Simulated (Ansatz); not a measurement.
# As: the crystal squeezed far

Aim: compress As (beta tin type) step by step, far beyond the usual range, and follow pressure and electronic structure. The runs shown use PAW.

Method: DFT PBE, with the methods named in each step, in Ansatz 0.2.0.

1 further run of the same task is left out (it didn't finish).

## (1) The system as given

It takes space group I4_1/amd (No. 141, tetragonal). Conventional cell: a = 5.221 Å, b = 5.221 Å, c = 2.872 Å, α = 90.00°, β = 90.00°, γ = 90.00°. As (site symmetry -4m2) has 6 As at 2.71 to 2.87 Å as nearest neighbours.

As a file:

```cif
data_structure
_symmetry_space_group_name_H-M 'P 1'
_symmetry_Int_Tables_number 1
_cell_length_a 3.9613
_cell_length_b 3.9613
_cell_length_c 3.9613
_cell_angle_alpha 97.549
_cell_angle_beta 97.549
_cell_angle_gamma 137.497
_cell_volume 39.14
loop_
_atom_site_label
_atom_site_type_symbol
_atom_site_fract_x
_atom_site_fract_y
_atom_site_fract_z
_atom_site_occupancy
As1 As 0.62500 0.87500 0.75000 1
As2 As 0.37500 0.12500 0.25000 1
```

Whether this phase is the stable one at these pressures isn't tested.

Atoms are numbered in the order of the input: As1, As2.

## (2) Cell relaxed at zero pressure, PAW

Contents of input.yaml:

```yaml
crystal:
  lattice:
    - [-2.6105541945, 2.6105541945, 1.435804807]
    - [2.6105541945, -2.6105541945, 1.435804807]
    - [2.6105541945, 2.6105541945, -1.435804807]
  atoms:
    - { symbol: As, position: [-0.375, -0.125, -0.25] }
    - { symbol: As, position: [0.375, 0.125, 0.25] }
kpoints:
  mp_grid: { grid: [17, 17, 17] }
scf:
  occupations: { method: fermi_dirac, width: 0.1 }
hamiltonian:
  xc: pbe
  pseudopotentials: { kind: paw }
output:
  forces: true
  stress: true
relax:
  f_tol: 0.005
  max_steps: 40
  cell: {}
```

The run is started by

```bash
$ ansatz run input.yaml --threads 1 --pin off --max-ram 2048MiB --backend cpu --events-out ev --progress --plain --runs-dir out
```

After this run come: Volume scaled by 1, PAW; Shape and atoms relaxed at 0.9 of the volume, PAW; Volume scaled by 0.9, PAW; Shape and atoms relaxed at 0.8 of the volume, PAW; Volume scaled by 0.8, PAW; Shape and atoms relaxed at 0.7 of the volume, PAW; Volume scaled by 0.7, PAW; Shape and atoms relaxed at 0.6 of the volume, PAW; Volume scaled by 0.6, PAW; Shape and atoms relaxed at 0.5 of the volume, PAW; Volume scaled by 0.5, PAW; Shape and atoms relaxed at 0.4 of the volume, PAW; Volume scaled by 0.4, PAW; Volume scaled by 0.4, PAW (core large).

**Question.** What will these runs give? Wanted: PAW pressure at 0.4 of the volume; PAW; fitted bulk modulus at zero pressure.

As calculated:

```
                                      quantity      value
             PAW pressure at 0.4 of the volume  487.5 GPa
PAW (core large) pressure at 0.4 of the volume  487.5 GPa
    fitted bulk modulus at zero pressure (PAW)     80 GPa
                       its pressure derivative       4.07
```

What this shows: At 0.4 of the starting volume PAW gives 487 GPa. A third-order Birch-Murnaghan curve fits the range only roughly (B₀ = 80 GPa, B′ = 4.07, misfit at most 1.67 GPa). A fit over so wide a range leans to the high pressures, so B₀ can be off by several per cent. No all-electron run checks these rows here, and frozen cores can fail under such compression. The ions are at rest, and the electrons smeared by 0.1 eV.
